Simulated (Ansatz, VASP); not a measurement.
Two plane-wave programs on Al4N3

INCAR

```
PREC = Accurate
ENCUT = 520
EDIFF = 1E-6
ISMEAR = 0
SIGMA = 0.1
LREAL = False
LASPH = True
NELM = 150
ALGO = Normal
ISIF = 2
LWAVE = False
LCHARG = False
ISPIN = 2
MAGMOM = 0 0 0 0 1 1 1
LORBIT = 11
GGA = PE
NBANDS = 26
```

The input KPOINTS:

```
regular mesh
0
Gamma
  6 6 2
```

The input POSCAR:

```
Al4N3
1.0
    3.1119767986      0.0000000000      0.0000000000
   -1.5559883993      2.6950509636      0.0000000000
    0.0000000000      0.0000000000      9.8286433193
Al N
4 3
Direct
    0.0000000000      0.0000000000      0.4956596054
    0.3333333333      0.6666666667      0.7586061826
    0.0000000000      0.0000000000      0.9812456330
    0.3333333333      0.6666666667      0.2389489719
    0.3333333333      0.6666666667      0.4330804748
    0.0000000000      0.0000000000      0.6901102831
    0.0000000000      0.0000000000      0.1773488492
```

Input for Ansatz:

```yaml
crystal:
  lattice:
    - [3.1119767986, 0.0, 0.0]
    - [-1.5559883993, 2.6950509636, 0.0]
    - [0.0, 0.0, 9.8286433193]
  atoms:
    - { symbol: Al, position: [0.0, 0.0, 0.4956596054] }
    - { symbol: Al, position: [0.3333333333, 0.6666666667, 0.7586061826] }
    - { symbol: Al, position: [0.0, 0.0, 0.981245633] }
    - { symbol: Al, position: [0.3333333333, 0.6666666667, 0.2389489719] }
    - { symbol: "N", position: [0.3333333333, 0.6666666667, 0.4330804748], spin: 1.0 }
    - { symbol: "N", position: [0.0, 0.0, 0.6901102831], spin: 1.0 }
    - { symbol: "N", position: [0.0, 0.0, 0.1773488492], spin: 1.0 }
basis:
  ecutwfc: 420
kpoints:
  mp_grid: { grid: [6, 6, 2] }
hamiltonian:
  xc: pbe
scf:
  occupations: { method: gaussian, width: 0.1 }
  lower_state_search: "off"
output:
  forces: true
  stress: true
  eigenvalues: true
  populations: true
magnetization:
  spin_polarized: true
```

Alike in both runs: task single point; functional PBE; k mesh 6 × 6 × 2; occupations gaussian, width 0.1 eV; collinear spin.

```csv
,VASP,Ansatz
version,VASP 6.6.1,Ansatz 0.2.0
potentials or method,"VASP PAW PBE potentials, release 64 (Al, N)","scalar-relativistic, plane waves, PAW"
plane-wave cutoff (eV),520,420
valence electrons in the cell,27,27
```

```tsv
	VASP	Ansatz	Ansatz less VASP
gap on the k mesh at the Fermi level (eV)	none	none	-
pressure (GPa)	-0.3	-0.1	+0.20
largest component of the traceless stress (GPa)	0.23	0.22	-0.005
rms of the force components (eV/Å)	0.011	0.011	+0.0002
net moment per atom (μB)	0.00	0.00	0.000
```

Atom by atom the forces differ by 0.002 eV/Å (rms over components). A gap of «none» marks a metal or a gap that the smearing closes. Ansatz warned: «seeded_moment_not_kept».

Caveats: the k mesh is coarse (spacing up to 0.39 Å⁻¹), so the values aren't converged.
